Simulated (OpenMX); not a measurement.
Runs of OpenMX 3.8.5 on TiO2. The structure is trigonal, space group P3_121 (No. 152). The conventional cell has a = 5.582 Å, b = 5.582 Å, c = 6.082 Å, α = 90.00°, β = 90.00°, γ = 120.00°. Around Ti (site symmetry 2) lie 4 O at 1.81 to 1.82 Å. O (site symmetry 1) is surrounded by 2 Ti at 1.81 to 1.82 Å. Measurements of this composition are mostly on another form, of space group No. 141.

```csv
level,gap on the mesh (eV),pressure (GPa),largest force (eV/Å)
PBE+D3,3.19,-0.3,0.19
PBE+D3(BJ),3.19,-0.6,0.19
PBE,3.19,0.8,0.19
PBE+D4,3.19,(a),(b)
```

Alike in all rows: task single point; potentials or basis OpenMX 2013 PBE set, Ti7.0-s3p2d2, O6.0-s2p2d1, grid cutoff 400 Ry; no spin polarisation; cell as given; k mesh 5 × 5 × 5; smearing fermi-dirac 0.05 eV.

Fill in the values left out.

(a) 3.9; (b) 0.23.

Caveats: an odd mesh through Γ misses points on the zone boundary, where band edges often lie; the basis of atomic orbitals isn't converged, which shifts pressures, moduli and gaps.
